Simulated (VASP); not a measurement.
Crystal: KTaO3.

```
K Ta O
1.0
     3.98830    0.00000    0.00000
     0.00000    3.98830    0.00000
     0.00000    0.00000    3.98830
K Ta O
1 1 3
Direct
  0.50000 0.50000 0.50000
  0.00000 0.00000 0.00000
  0.50000 0.00000 0.00000
  0.00000 0.50000 0.00000
  0.00000 0.00000 0.50000
```

Base run:

| Property | Result |
| --- | --- |
| Program | VASP 6.6.1 |
| Functional | PBEsol |
| Potentials or basis | VASP PAW PBE potentials, release 64 (K_sv, Ta_pv, O) |
| Cutoff | 600 eV |
| k mesh | 6 × 6 × 6 |
| Occupations | fermi-dirac, width 0.02 eV |
| Spin | no spin polarisation |

Its results: band gap on the k mesh 2.09 eV, indirect (least direct gap 2.71 eV); pressure 0.1 GPa.

After a change of settings the same cell gave: band gap on the k mesh 2.17 eV, indirect (least direct gap 2.80 eV); pressure 6.1 GPa. Which change was it?
A. potentials or basis from VASP PAW PBE potentials, release 64 (K_sv, Ta_pv, O) to VASP PAW PBE potentials, release 64 (K_pv, Ta, O); cutoff from 600 eV to 500 eV; valence electrons from 38 to 30
B. cutoff from 600 eV to 520 eV; k mesh from 6 × 6 × 6 to 8 × 8 × 8
C. cutoff from 600 eV to 700 eV
D. functional from PBEsol to PBE; cutoff from 600 eV to 520 eV

D.

PBE binds less tightly than PBEsol, so the same cell stands under more pressure.

Caveats: spin-orbit coupling is left out, which moves the levels of the heavy elements; the PAW data sets were made with another functional, which shifts forces and pressure a little (some runs).
